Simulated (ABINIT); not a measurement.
Crystal: WC.

```
W C
1.0
     0.00000    2.19268    2.19268
     2.19268    0.00000    2.19268
     2.19268    2.19268    0.00000
W C
1 1
Cartesian
  0.0000 0.0000 0.0000
  2.1927 2.1927 2.1927
```

Measurements of this composition are mostly on another form, of space group No. 187.

Base run:

```yaml
Program: ABINIT 10.8.3 (patched build)
Functional: WC
Potentials_or_basis: JTH PAW PBE v2.0
Cutoff: 626 eV
k_mesh: 10 × 10 × 10
Occupations: fermi-dirac, width 0.05 eV
Spin: no spin polarisation
```

Its results: band gap on the k mesh none (metal or under the smearing width); pressure -7.7 GPa.

Task: After a change of settings the same cell gave: band gap on the k mesh none (metal or under the smearing width); pressure -11.8 GPa. Which change was it?
A. functional from WC to PBEsol
B. functional from WC to AM05
C. functional from WC to LDA
D. functional from WC to PW91

Result: B.

Caveats: the highest band is partly filled, so the run has too few bands; the PAW data sets were made with another functional, which shifts forces and pressure a little.

Runs at the PBE level aren't shown here.
